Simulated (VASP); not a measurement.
Runs of VASP 6.6.1 on InPd. Symmetry: Pm-3m, No. 221, cubic system. Conventional cell: a = 3.272 Å, b = 3.272 Å, c = 3.272 Å, α = 90.00°, β = 90.00°, γ = 90.00°. Around In (site symmetry m-3m) lie 8 Pd at 2.83 Å. Pd (site symmetry m-3m) is surrounded by 8 In at 2.83 Å. The cell comes from a database or a generator and needn't be the stable form of this composition.

| task | level | cell | cutoff (eV) | smearing | gap on the mesh (eV) | pressure (GPa) | relaxed volume (Å³/atom) |
| --- | --- | --- | --- | --- | --- | --- | --- |
| relaxation of cell and atoms | vdW-DF | relaxed | 600 | fermi-dirac 0.05 eV | none | 0.1 | (b) |
| relaxation of cell and atoms | optB86b-vdW | relaxed | 600 | fermi-dirac 0.05 eV | none | 0.0 | 17.55 |
| relaxation of cell and atoms | rev-vdW-DF2 | relaxed | 600 | fermi-dirac 0.05 eV | none | 0.0 | (a) |
| single point | PBE | as given | 520 | gaussian 0.013 eV | none | 3.8 | - |
| relaxation of cell and atoms | BEEF-vdW | relaxed | 600 | fermi-dirac 0.05 eV | none | 0.0 | 18.49 |

Alike in all rows: potentials or basis VASP PAW PBE potentials, release 64 (In_d, Pd); no spin polarisation; k mesh 8 × 8 × 8.

Fill in the values left out.

(a) 17.61; (b) 19.16.

Caveats: the PAW data sets were made with another functional, which shifts forces and pressure a little (some runs).

A k mesh can miss the band edges, and the runs leave out spin-orbit coupling on In, Pd.

A gap of «none» marks a metal or a gap under the smearing width.
